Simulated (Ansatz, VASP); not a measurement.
This is a calculation of K for VASP 6.6.1.

Contents of INCAR:

```
SYSTEM = K
PREC     = Accurate       ! precision mode
ENCUT    = 520            ! plane-wave cutoff, eV
EDIFF    = 1E-7           ! SCF threshold, eV
ISMEAR   = -1             ! smearing method
SIGMA    = 0.05           ! smearing width, eV
LREAL    = .False.        ! projectors in reciprocal space
LASPH    = .True.         ! aspherical terms in the spheres
NELM     = 60             ! most SCF steps
ALGO     = Normal         ! electronic algorithm
ISIF     = 2              ! what is computed and relaxed
LWAVE    = .False.        ! write WAVECAR
LCHARG   = .False.        ! write CHGCAR
GGA      = PE             ! functional
NBANDS   = 10             ! bands
```

The input KPOINTS:

```
Automatic mesh
0
Gamma
  3 3 6
  0 0 0
```

File POSCAR:

```
K
1.0
   10.2122471903      0.0000000000      0.0000000000
    0.0000000000     10.2122471903      0.0000000000
    0.0000000000      0.0000000000      4.3815074658
K
1
Direct
    0.0000000000      0.0000000000      0.0000000000
```

Potentials or basis: VASP PAW PBE potentials, release 64 (K_sv).

The run is started by

```console
$ cat potpaw_PBE.64/K_sv/POTCAR > POTCAR
$ mpirun -np 1 vasp_std > vasp.out
```

Problem. Set up the same calculation for Ansatz 0.2.0. Potentials there: Ansatz PAW.

Solution. As run (the cutoff follows the program's own potentials):

File input.yaml:

```yaml
crystal:
  lattice:
    - [10.2122471903, 0.0, 0.0]
    - [0.0, 10.2122471903, 0.0]
    - [0.0, 0.0, 4.3815074658]
  atoms:
    - { symbol: K, position: [0.0, 0.0, 0.0] }
hamiltonian:
  xc: pbe
  pseudopotentials: { kind: paw }
kpoints:
  mp_grid: { grid: [3, 3, 6] }
scf:
  occupations: { method: fermi_dirac, width: 0.05 }
output:
  forces: true
  stress: true
  eigenvalues: true
```

Potentials or basis: Ansatz PAW.

The run is started by

```sh
$ ansatz run input.yaml --threads 2 --pin off --max-ram 5120MiB --backend cpu --events-out ev --progress --plain --runs-dir out
```

Both were run:

|  | VASP | Ansatz | Ansatz less VASP |
| --- | --- | --- | --- |
| gap on the k mesh at the Fermi level (eV) | none | none | - |
| pressure (GPa) | 0.0 | 0.0 | 0.00 |
| largest component of the traceless stress (GPa) | 0.05 | 0.05 | 0.000 |

A gap of «none» marks a metal or a gap that the smearing closes. The functional is the same, so the differences come from potentials, cutoffs and numerics.
